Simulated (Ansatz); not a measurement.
The system is TiC.

```
Ti C
1.0
     0.00000    2.16572    2.16572
     2.16572    0.00000    2.16572
     2.16572    2.16572    0.00000
Ti C
1 1
Direct
  0.00000 0.00000 0.00000
  0.50000 0.50000 0.50000
```

The cell is a database's computed one.

```yaml
Program: Ansatz 0.2.0
Task: relaxation of cell and atoms
Functional: PBEsol
Dispersion: D4
Potentials_or_basis: Ansatz PAW
Cutoff: "420 eV (not typed: the program's choice for these potentials)"
k_mesh: 11 × 11 × 11
Occupations: fermi-dirac, width 0.05 eV
Spin: no spin polarisation
```

At the start: volume 10.16 Å³/atom.

Question: Where does the relaxation end?

Answer: It ends after 7 steps and the volume is 9.79 Å³/atom (-3.6 %); space group Fm-3m (No. 225, to 0.05 Å).

The path:
```
step  energy change (eV)  largest force (eV/Å)  volume (Å³)
   1              0.0000                0.0000        20.32
   2             -0.0231                0.0000        19.65
   3             -0.0235                0.0000        19.58
   4             -0.0235                0.0000        19.58
   5             -0.0225                0.0000        19.58
   6             -0.0225                0.0000        19.58
   7             -0.0225                0.0000        19.58
```

Final structure:
```
Ti C
1.0
     0.00000    2.13908    2.13908
     2.13908    0.00000    2.13908
     2.13908    2.13908    0.00000
Ti C
1 1
Direct
  0.00000 0.00000 0.00000
  0.50000 0.50000 0.50000
```

Caveat: the plane-wave basis is chosen anew once the cell has moved, so the energies of steps on either side of that aren't comparable; the PAW data sets come from PBE, with cores solved anew for the run's functional, which leaves a small shift of forces and pressure.
